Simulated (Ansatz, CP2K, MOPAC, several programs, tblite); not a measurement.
Energy against volume for a 4-atom cell of AgBr (Fm-3m) from a materials database, at fixed shape and fractional coordinates, computed by several methods (PBE and r2SCAN, where shown, with plane waves in Ansatz); the cell shown is that of r2SCAN. It is cubic, Fm-3m (No. 225); a = 5.786 Å in the conventional setting, 24.21 Å³ an atom. Around Ag lie 6 Br at 2.89 Å; around Br lie 6 Ag at 2.89 Å. The values are computed, spin-unpolarised, and not measurements. Energies count from each curve's lowest point; fits are third-order Birch-Murnaghan.

```
Ag Br
1.0
     4.09212    0.00000    0.04146
     0.00000    4.09190    0.00000
    -0.05767    0.00000    5.78353
Ag Br
2 2
Direct
  0.74997 0.75000 0.74998
  0.25003 0.25000 0.25002
  0.24998 0.25000 0.75000
  0.75002 0.75000 0.25000
```

PBE/SZV (CP2K), on the shape of the cell shown:

| V (Å³/atom) | E (meV/atom) |
| --- | --- |
| 21.308 | 273.88 |
| 22.760 | 140.71 |
| 24.213 | 59.97 |
| 25.666 | 16.54 |
| 27.119 | 0.00 |

The lowest point is an end point, so the minimum isn't bracketed.

light PBE (260 eV, its own mesh), on the shape of the cell shown:
```
V (Å³/atom)  E (meV/atom)
     22.276         97.08
     23.245         63.58
     24.213         19.44
     25.182          0.00
     26.150         30.44
     27.119         21.53
```
The points scatter about a smooth fit, as a low cutoff and a light mesh can make them, so no fit is quoted.

GFN1-xTB (tblite), on the shape of the cell shown, as a cluster of 32 atoms at the zone centre:

| V (Å³/atom) | E (meV/atom) |
| --- | --- |
| 21.308 | 198.95 |
| 22.760 | 80.08 |
| 24.213 | 19.50 |
| 25.666 | 0.00 |
| 27.119 | 9.66 |

V₀ = 25.83 Å³ an atom and B₀ = 54 GPa.

r2SCAN, on the shape of its own relaxed cell:

| V (Å³/atom) | E (meV/atom) |
| --- | --- |
| 22.760 | 13.77 |
| 23.487 | 3.16 |
| 24.213 | 0.00 |
| 24.939 | 3.02 |
| 25.666 | 11.15 |

V₀ = 24.20 Å³ an atom and B₀ = 45 GPa.

PM7 (MOPAC), on the shape of the cell shown, as a cluster of 32 atoms at the zone centre:

| V (Å³/atom) | E (meV/atom) |
| --- | --- |
| 21.308 | 0.00 |
| 22.760 | 94.29 |
| 24.213 | 208.72 |
| 25.666 | 1333.74 |
| 27.119 | 1475.34 |

The lowest point is an end point, so the minimum isn't bracketed.
